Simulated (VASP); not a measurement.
# TaC (Fm-3m) in VASP: notebook

Runs on TaC. Level: PBE. Tasks: relaxation of the atoms, relaxation of cell and atoms.

Program: VASP 6.6.1. These are calculated values, not measurements. Logs are shortened: lines on timing, memory, paths and dates and some standing lists are left out, and cuts for length are marked.

## (1) Starting point

It takes space group Fm-3m (No. 225, cubic). Conventional cell: a = 4.446 Å, b = 4.446 Å, c = 4.446 Å, α = 90.00°, β = 90.00°, γ = 90.00°. Ta (site symmetry m-3m) is surrounded by 6 C at 2.22 Å. C (site symmetry m-3m) has 6 Ta at 2.22 Å as nearest neighbours.

## (2) Relaxation of the atoms, PBE (a relaxed cell with its volume scaled by 1.02)

Contents of INCAR:

```
ALGO     = Normal         # electronic algorithm
EDIFF    = 1E-7           # SCF threshold, eV
EDIFFG   = -0.01          # ionic threshold
ENCUT    = 300            # plane-wave cutoff, eV
GGA      = PE             # functional
IBRION   = 2              # ionic algorithm
ISIF     = 2              # what is computed and relaxed
ISMEAR   = 1              # smearing method
LASPH    = True           # aspherical terms in the spheres
LCHARG   = False          # write CHGCAR
LREAL    = False          # projectors in reciprocal space
LWAVE    = False          # write WAVECAR
NELM     = 80             # most SCF steps
NSW      = 40             # ionic steps
PREC     = Accurate       # precision mode
SIGMA    = 0.1            # smearing width, eV
```

Contents of KPOINTS:

```
k-points
0
Gamma
  7 7 7
```

Contents of POSCAR:

```
TaC                                     
1.0
    0.0000000000      2.2516088156      2.2516088156
    2.2516088156      0.0000000000      2.2516088156
    2.2516088156      2.2516088156      0.0000000000
  Ta              C             
     1     1
Direct
     0.0000000000000000    0.0000000000000000    0.0000000000000000
     0.5000000000000000    0.5000000000000000    0.5000000000000000
```

Potentials or basis: VASP PAW PBE potentials, release 64 (Ta_pv, C_s).

On the command line:

```console
$ cat potpaw_PBE.64/Ta_pv/POTCAR potpaw_PBE.64/C_s/POTCAR > POTCAR
$ mpirun -np 1 vasp_std > vasp.out
```

OUTCAR:

```text
EDIFF = 1E-7
   EDIFFG = -0.01
   ENCUT = 300
   GGA = PE
   IBRION = 2
   ISIF = 2
   ISMEAR = 1
   LASPH = True
   LREAL = False
   NELM = 80
   NSW = 40
   PREC = Accurate

 ion  position               nearest neighbor table
   1  0.000  0.000  0.000-   2 2.25   2 2.25   2 2.25   2 2.25   2 2.25   2 2.25
   2  0.500  0.500  0.500-   1 2.25   1 2.25   1 2.25   1 2.25   1 2.25   1 2.25

  LATTYP: Found a face centered cubic cell.
 ALAT       =     4.5032176312

  Lattice vectors:

 A1 = (   0.0000000000,   2.2516088156,   2.2516088156)
 A2 = (   2.2516088156,   0.0000000000,   2.2516088156)
 A3 = (   2.2516088156,   2.2516088156,   0.0000000000)

Analysis of symmetry for initial positions (statically):
=====================================================================
 Subroutine PRICEL returns:
 Original cell was already a primitive cell.

 Routine SETGRP: Setting up the symmetry group for a
 face centered cubic supercell.

 Subroutine GETGRP returns: Found 48 space group operations
 (whereof 48 operations were pure point group operations)
 out of a pool of 48 trial point group operations.

The static configuration has the point symmetry O_h .

Analysis of symmetry for dynamics (positions and initial velocities):
=====================================================================
 Subroutine PRICEL returns:
 Original cell was already a primitive cell.

 Routine SETGRP: Setting up the symmetry group for a
 face centered cubic supercell.

 Subroutine GETGRP returns: Found 48 space group operations
 (whereof 48 operations were pure point group operations)
 out of a pool of 48 trial point group operations.

The dynamic configuration has the point symmetry O_h .

 Subroutine INISYM returns: Found 48 space group operations
 (whereof 48 operations are pure point group operations),
 and found     1 'primitive' translations

----------------------------------------------------------------------------------------

                                     Primitive cell

  volume of cell :      22.8302

  direct lattice vectors                    reciprocal lattice vectors
     0.000000000  2.251608816  2.251608816    -0.222063440  0.222063440  0.222063440
     2.251608816  0.000000000  2.251608816     0.222063440 -0.222063440  0.222063440
     2.251608816  2.251608816  0.000000000     0.222063440  0.222063440 -0.222063440

  length of vectors
     3.184255724  3.184255724  3.184255724     0.384625161  0.384625161  0.384625161

  position of ions in fractional coordinates (direct lattice)
     0.000000000  0.000000000  0.000000000
     0.500000000  0.500000000  0.500000000

  ion indices of the primitive-cell ions
   primitive index   ion index
                 1           1
                 2           2

----------------------------------------------------------------------------------------

 KPOINTS: k-points

Automatic generation of k-mesh.
 Grid dimensions read from file:
 generate k-points for:    7    7    7

 Generating k-lattice:

  Cartesian coordinates                     Fractional coordinates (reciprocal lattice)
    -0.031723349  0.031723349  0.031723349     0.142857143  0.000000000  0.000000000
     0.031723349 -0.031723349  0.031723349     0.000000000  0.142857143  0.000000000
     0.031723349  0.031723349 -0.031723349     0.000000000  0.000000000  0.142857143

  Length of vectors
     0.054946452  0.054946452  0.054946452

  Shift w.r.t. Gamma in fractional coordinates (k-lattice)
     0.000000000  0.000000000  0.000000000

 Subroutine IBZKPT returns following result:
 ===========================================

 Found     20 irreducible k-points:

 Following reciprocal coordinates:
            Coordinates               Weight
  0.000000  0.000000  0.000000      1.000000
  0.142857  0.000000  0.000000      8.000000
  0.285714  0.000000  0.000000      8.000000
  0.428571  0.000000  0.000000      8.000000
  0.142857  0.142857  0.000000      6.000000
  0.285714  0.142857  0.000000     24.000000
[... 12 lines left out ...]
 -0.428571  0.428571  0.142857     24.000000
 -0.285714  0.428571  0.142857     24.000000
   k-points           NKPTS =     20   k-points in BZ     NKDIM =     20   number of bands    NBANDS=     11
   number of dos      NEDOS =    301   number of ions     NIONS =      2
   total plane-waves  NPLWV =   5832
   dimension x,y,z NGX =    18 NGY =   18 NGZ =   18
   dimension x,y,z NGXF=    36 NGYF=   36 NGZF=   36
   ions per type =               1   1
   NGX,Y,Z   is equivalent  to a cutoff of   9.40,  9.40,  9.40 a.u.
   NGXF,Y,Z  is equivalent  to a cutoff of  18.80, 18.80, 18.80 a.u.
 SYSTEM =  unknown system
   PREC   = accura    normal or accurate (medium, high low for compatibility)
   ISTART =      0    job   : 0-new  1-cont  2-samecut
   ICHARG =      2    charge: 1-file 2-atom 10-const
   ISPIN  =      1    spin polarized calculation?
   LNONCOLLINEAR =      F non collinear calculations
[... 23 lines left out ...]
     AMIX     =   0.40;   BMIX     =  1.00
     AMIX_MAG =   1.60;   BMIX_MAG =  1.00
  volume/ion in A,a.u.               =      11.42        77.03
  Fermi-wavevector in a.u.,A,eV,Ry     =   1.423210  2.689477 27.558963  2.025527
  Thomas-Fermi vector in A             =   2.543832
   LORBIT       =      0    0 simple, 1 ext, 2 COOP (PROOUT), +10 PAW based schemes
   GGA     = PE    functional components
   LHFCALC =     F    Hartree Fock is set to
   AEXX    =    0.0000 exact exchange contribution
   IVDW    =     0    specifies the selected vdW correction
   LEPSILON=     F    determine dielectric tensor
   LRPA    =     F    only Hartree local field effects (RPA)
 conjugate gradient relaxation of ions
 non-spin polarized calculation
 Methfessel and Paxton  Order N= 1 SIGMA  =   0.10
  energy-cutoff  :      300.00
  volume of cell :       22.83
 maximum number of plane-waves:       283
 NGX is ok and might be reduce to    18
   NGX =  9   NGY =  9   NGZ =  9

 number of electron      15.0000004 magnetization

 Free energy of the ion-electron system (eV)
  ---------------------------------------------------
  ext. energy  EPLUGINS =         0.00000000
  ---------------------------------------------------
  free energy    TOTEN  =       -22.19485284 eV

  energy without entropy =      -22.19298054  energy(sigma->0) =      -22.19422874

 E-fermi :   8.3912     XC(G=0): -13.0279

 val. band max:        8.3787864311   @ k =  -0.4286   0.2857   0.0000
 cond. band min:       8.6723582030   @ k =   0.4286   0.1429   0.0000
 fundamental gap:      0.2935717719
 Fermi energy:         8.3912315466

 k-point     1 :       0.0000    0.0000    0.0000
  band No.  band energies     occupation
      1     -26.7319      2.00000
      2     -26.7319      2.00000
      3     -26.7319      2.00000
      4      -6.1482      2.00000
      5       7.1656      2.00000
      6       7.1656      2.00000
      7       7.1656      2.00000
      8       7.9849      2.00000
      9       7.9849      2.00000
     10       7.9849      2.00000
     11       9.0627     -0.00000

 k-point     2 :       0.1429    0.0000    0.0000
  band No.  band energies     occupation
      1     -26.8561      2.00000
      2     -26.7444      2.00000
      3     -26.7444      2.00000
      4      -5.6115      2.00000
      5       5.2455      2.00000
      6       5.8060      2.00000
      7       5.8060      2.00000
      8       7.9114      2.00000
      9       7.9114      2.00000
     10       8.8317     -0.00000
     11      11.5776      0.00000

 k-point     3 :       0.2857    0.0000    0.0000
  band No.  band energies     occupation
      1     -27.1253      2.00000
      2     -26.7732      2.00000
      3     -26.7732      2.00000
      4      -4.1951      2.00000
      5       2.6978      2.00000
      6       4.1227      2.00000
      7       4.1227      2.00000
      8       9.2507     -0.00000
      9       9.2507     -0.00000
     10       9.6946     -0.00000
     11      14.8206      0.00000
[... 211 lines left out ...]
 k-point    19 :      -0.4286    0.4286    0.1429
  band No.  band energies     occupation
      1     -27.2241      2.00000
      2     -27.0062      2.00000
      3     -26.9372      2.00000
      4      -3.5258      2.00000
      5       3.0894      2.00000
      6       3.7296      2.00000
      7       4.5460      2.00000
      8       8.0395      2.00001
      9      11.5956      0.00000
     10      12.3658      0.00000
     11      12.5501      0.00000

 k-point    20 :      -0.2857    0.4286    0.1429
  band No.  band energies     occupation
      1     -27.1481      2.00000
      2     -27.1191      2.00000
      3     -26.9244      2.00000
      4      -3.1541      2.00000
      5       2.6268      2.00000
      6       3.5502      2.00000
      7       4.0139      2.00000
      8       9.1885     -0.00000
      9      10.5632      0.00000
     10      12.3201      0.00000
     11      13.7407      0.00000

------------------------ aborting loop because EDIFF is reached ----------------------------------------

  FORCE on cell =-STRESS in cart. coord.  units (eV):
  Direction    XX          YY          ZZ          XY          YZ          ZX
  --------------------------------------------------------------------------------------
  -------------------------------------------------------------------------------------
  Total       -0.8872371     -0.8872371     -0.8872371      0.0000000      0.0000000      0.0000000
  in kB      -62.2646365    -62.2646365    -62.2646365      0.0000000      0.0000000      0.0000000
  external PRESSURE =     -62.2646365 kB  Pullay stress =       0.0000000 kB

 VOLUME and BASIS-vectors are now :
 -----------------------------------------------------------------------------
  energy-cutoff  :      300.00
  volume of cell :       22.83
      direct lattice vectors                 reciprocal lattice vectors
     0.000000000  2.251608816  2.251608816    -0.222063440  0.222063440  0.222063440
     2.251608816  0.000000000  2.251608816     0.222063440 -0.222063440  0.222063440
     2.251608816  2.251608816  0.000000000     0.222063440  0.222063440 -0.222063440

 POSITION                                       TOTAL-FORCE (eV/Angst)
 -----------------------------------------------------------------------------------
      0.00000      0.00000      0.00000         0.000000      0.000000      0.000000
      2.25161      2.25161      2.25161         0.000000      0.000000      0.000000
 -----------------------------------------------------------------------------------
    total drift:                               -0.000000      0.000000      0.000000

  FREE ENERGIE OF THE ION-ELECTRON SYSTEM (eV)
  ---------------------------------------------------
  free  energy   TOTEN  =       -22.1948528379 eV

  energy  without entropy=      -22.1929805385  energy(sigma->0) =      -22.19422874

 reached required accuracy - stopping structural energy minimisation
```

It took 4.1 s on 1 thread of Intel Xeon Platinum 8259CL at 2.50GHz (Skylake/Cascade Lake), shared host; peak memory 0.11 GiB.

What came out:

* Free energy: -22.1949 eV
* Band gap on the k mesh: none (metal or under the smearing width)

Final structure:
```cif
data_structure
_symmetry_space_group_name_H-M 'P 1'
_symmetry_Int_Tables_number 1
_cell_length_a 3.1843
_cell_length_b 3.1843
_cell_length_c 3.1843
_cell_angle_alpha 60.000
_cell_angle_beta 60.000
_cell_angle_gamma 60.000
_cell_volume 22.83
loop_
_atom_site_label
_atom_site_type_symbol
_atom_site_fract_x
_atom_site_fract_y
_atom_site_fract_z
_atom_site_occupancy
Ta1 Ta 0.00000 0.00000 0.00000 1
C1 C 0.50000 0.50000 0.50000 1
```

Levels at points of the mesh, in eV from the Fermi level:
```tsv
k point	band 5	band 6	band 7	band 8	band 9	band 10	band 11
(0.00, 0.00, 0.00)	-1.23	-1.23	-1.23	-0.41	-0.41	-0.41	0.67
```

Caveat: the cutoff is under 1.25 times the usual one of these potentials, so pressure, stress and relaxed cells hold a basis-set (Pulay) error; the relaxation stopped at its first step, so nothing moved. Spin-orbit coupling is left out, which matters for the levels of Ta.

## (3) Relaxation of the atoms, PBE (a relaxed cell with its volume scaled by 1.04)

INCAR is that of step 2.

KPOINTS is that of step 2.

Contents of POSCAR:

```
TaC                                     
1.0
    0.0000000000      2.2662300617      2.2662300617
    2.2662300617      0.0000000000      2.2662300617
    2.2662300617      2.2662300617      0.0000000000
  Ta              C             
     1     1
Direct
     0.0000000000000000    0.0000000000000000    0.0000000000000000
     0.5000000000000000    0.5000000000000000    0.5000000000000000
```

Potentials or basis: VASP PAW PBE potentials, release 64 (Ta_pv, C_s).

On the command line:

```console
$ cat potpaw_PBE.64/Ta_pv/POTCAR potpaw_PBE.64/C_s/POTCAR > POTCAR
$ mpirun -np 1 vasp_std > vasp.out
```

It took 3.9 s on 1 thread of Intel Xeon Platinum 8259CL at 2.50GHz (Skylake/Cascade Lake), shared host; peak memory 0.11 GiB.

It converged, with:

```
Free energy            : -22.1714 eV
Band gap on the k mesh : none (metal or under the smearing width)
```

Final structure:
```yaml
crystal:
  lattice:
    - [0.00000, 2.26623, 2.26623]
    - [2.26623, 0.00000, 2.26623]
    - [2.26623, 2.26623, 0.00000]
  atoms:
    - { symbol: Ta, position: [0.00000, 0.00000, 0.00000] }
    - { symbol: C, position: [0.50000, 0.50000, 0.50000] }
```

Levels at points of the mesh, in eV from the Fermi level:
```
           k point  band 4  band 5  band 6  band 7  band 8  band 9  band 10  band 11
(0.00, 0.00, 0.00)  -14.40   -1.19   -1.19   -1.19   -0.39   -0.39    -0.39     0.65
```

Caveat: the cutoff is under 1.25 times the usual one of these potentials, so pressure, stress and relaxed cells hold a basis-set (Pulay) error; the relaxation stopped at its first step, so nothing moved. The run has no spin-orbit coupling, so splittings on Ta are missing.

## (4) Relaxation of the atoms, PBE (a relaxed cell with its volume scaled by 1.06)

INCAR is that of step 3.

KPOINTS is that of step 3.

Contents of POSCAR:

```
TaC                                     
1.0
    0.0000000000      2.2806650373      2.2806650373
    2.2806650373      0.0000000000      2.2806650373
    2.2806650373      2.2806650373      0.0000000000
  Ta              C             
     1     1
Direct
     0.0000000000000000    0.0000000000000000    0.0000000000000000
     0.5000000000000000    0.5000000000000000    0.5000000000000000
```

On the command line:

```console
$ cat potpaw_PBE.64/Ta_pv/POTCAR potpaw_PBE.64/C_s/POTCAR > POTCAR
$ mpirun -np 1 vasp_std > vasp.out
```

It took 3.9 s on 1 thread of Intel Xeon Platinum 8259CL at 2.50GHz (Skylake/Cascade Lake), shared host; peak memory 0.12 GiB.

The run converged. Its results:

```
Free energy            : -22.1335 eV
Band gap on the k mesh : none (metal or under the smearing width)
```

Final structure:
```
Ta C
1.0
     0.00000    2.28067    2.28067
     2.28067    0.00000    2.28067
     2.28067    2.28067    0.00000
Ta C
1 1
Cartesian
  0.0000 0.0000 0.0000
  2.2807 2.2807 2.2807
```

Levels at points of the mesh, in eV from the Fermi level:
| k point | band 5 | band 6 | band 7 | band 8 | band 9 | band 10 | band 11 |
| --- | --- | --- | --- | --- | --- | --- | --- |
| (0.00, 0.00, 0.00) | -1.16 | -1.16 | -1.16 | -0.38 | -0.38 | -0.38 | 0.63 |

Caveat: the cutoff is under 1.25 times the usual one of these potentials, so pressure, stress and relaxed cells hold a basis-set (Pulay) error; the relaxation stopped at its first step, so nothing moved. The run has no spin-orbit coupling, so splittings on Ta are missing.

## (5) Relaxation of cell and atoms, PBE

Contents of INCAR:

```
ALGO = Normal
EDIFF = 1E-6
EDIFFG = -0.01
ENCUT = 600
GGA = PE
IBRION = 2
ISIF = 3
ISMEAR = 1
KPAR = 2
LASPH = T
LCHARG = F
LREAL = F
LWAVE = F
NELM = 80
NSW = 90
PREC = Accurate
SIGMA = 0.1
```

Contents of KPOINTS:

```
k-points
0
Gamma
  14 14 14
```

Contents of POSCAR:

```
TaC
1.0
    0.0000000000      2.2230000000      2.2230000000
    2.2230000000      0.0000000000      2.2230000000
    2.2230000000      2.2230000000      0.0000000000
Ta C
1 1
Direct
    0.0000000000      0.0000000000      0.0000000000
    0.5000000000      0.5000000000      0.5000000000
```

Potentials or basis: VASP PAW PBE potentials, release 64 (Ta_pv, C).

On the command line:

```console
$ cat potpaw_PBE.64/Ta_pv/POTCAR potpaw_PBE.64/C/POTCAR > POTCAR
$ mpirun -np 2 vasp_std > vasp.out
```

Wall time 36 s (2 MPI ranks of Intel Xeon Platinum 8259CL at 2.50GHz (Skylake/Cascade Lake), shared host); peak memory 0.18 GiB.

It converged, with:

```
Free energy                            : -22.1981 eV
Relaxed volume                         : 11.23 Å³/atom
Relaxed cell                           : a = 3.167 Å, b = 3.167 Å, c = 3.167 Å, α = 60.00°, β = 60.00°, γ = 60.00°
Space group after relaxing (to 0.05 Å) : Fm-3m (No. 225)
Energy gained by relaxing              : 5.4 meV/atom
Ionic steps                            : 3
Pressure after relaxing                : -0.1 GPa
Band gap on the k mesh                 : none (metal or under the smearing width)
```

The path:
```
step  energy change (eV)  largest force (eV/Å)  pressure (GPa)  volume (Å³)
   1              0.0000                0.0000            7.38        21.97
   2              0.0452                0.0000          -14.72        23.62
   3             -0.0109                0.0000           -0.11        22.46
```

Final structure:
```xyz
2
Lattice="0.0000 2.2394 2.2394 2.2394 0.0000 2.2394 2.2394 2.2394 0.0000" Properties=species:S:1:pos:R:3 pbc="T T T"
Ta    0.0000    0.0000    0.0000
C     2.2394    2.2394    2.2394
```

Levels at points of the mesh, in eV from the Fermi level:
| k point | band 5 | band 6 | band 7 | band 8 | band 9 | band 10 | band 11 |
| --- | --- | --- | --- | --- | --- | --- | --- |
| (0.00, 0.00, 0.00) | -1.40 | -1.40 | -1.40 | -0.57 | -0.57 | -0.57 | 0.55 |
| (0.50, 0.00, 0.00) | -8.73 | -5.49 | -5.49 | 2.57 | 2.57 | 3.52 | 5.25 |
| (0.50, 0.50, 0.00) | -4.71 | -4.55 | -1.87 | -1.87 | 2.46 | 3.91 | 3.91 |

## (6) Summary

| task | potentials or basis | cell | k mesh | cutoff (eV) | gap on the mesh (eV) |
| --- | --- | --- | --- | --- | --- |
| relaxation of the atoms | VASP PAW PBE potentials, release 64 (Ta_pv, C_s) | atoms relaxed from: a relaxed cell with its volume scaled by 1.02 | 7 × 7 × 7 | 300 | none |
| relaxation of the atoms | VASP PAW PBE potentials, release 64 (Ta_pv, C_s) | atoms relaxed from: a relaxed cell with its volume scaled by 1.04 | 7 × 7 × 7 | 300 | none |
| relaxation of the atoms | VASP PAW PBE potentials, release 64 (Ta_pv, C_s) | atoms relaxed from: a relaxed cell with its volume scaled by 1.06 | 7 × 7 × 7 | 300 | none |
| relaxation of cell and atoms | VASP PAW PBE potentials, release 64 (Ta_pv, C) | relaxed | 14 × 14 × 14 | 600 | none |

Alike in all rows: level PBE; no spin polarisation; smearing methfessel-paxton 0.1 eV.

Caveats: the cutoff is under 1.25 times the usual one of these potentials, so pressure, stress and relaxed cells hold a basis-set (Pulay) error (some runs); the relaxation stopped at its first step, so nothing moved (some runs).

Total energies depend on the potentials used, so only differences within one code and one set of settings carry meaning.
